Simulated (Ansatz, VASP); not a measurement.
# Two plane-wave programs on Al2Ru

```xyz
3
Lattice="-1.5604 1.5604 4.2218 1.5604 -1.5604 4.2218 1.5604 1.5604 -4.2218" Properties=species:S:1:pos:R:3 pbc="T T T"
Al    0.0000    0.0000    5.5660
Al    0.0000    0.0000    2.8776
Ru    0.0000    0.0000    0.0000
```

The cell comes from a database or a generator and needn't be the stable form of this composition.

Alike in both runs: task single point; functional PBEsol; k mesh 8 × 8 × 8; occupations gaussian, width 0.1 eV; no spin polarisation.

|  | VASP | Ansatz |
| --- | --- | --- |
| version | VASP 6.6.1 | Ansatz 0.2.0 |
| potentials or method | VASP PAW PBE potentials, release 64 (Al, Ru_pv) | scalar-relativistic, plane waves, PAW |
| plane-wave cutoff (eV) | 520 | 420 |
| valence electrons in the cell | 20 | 22 |

|  | VASP | Ansatz | Ansatz less VASP |
| --- | --- | --- | --- |
| gap on the k mesh at the Fermi level (eV) | none | none | - |
| pressure (GPa) | -0.4 | -0.4 | -0.07 |
| largest component of the traceless stress (GPa) | 0.50 | 0.51 | +0.014 |
| rms of the force components (eV/Å) | 0.029 | 0.030 | +0.0004 |

Atom by atom the forces differ by 0.000 eV/Å (rms over components). A gap of «none» marks a metal or a gap that the smearing closes. The two sets of potentials don't hold the same shells in valence.

Caveats: the PAW data sets were made with another functional, which shifts forces and pressure a little (VASP).
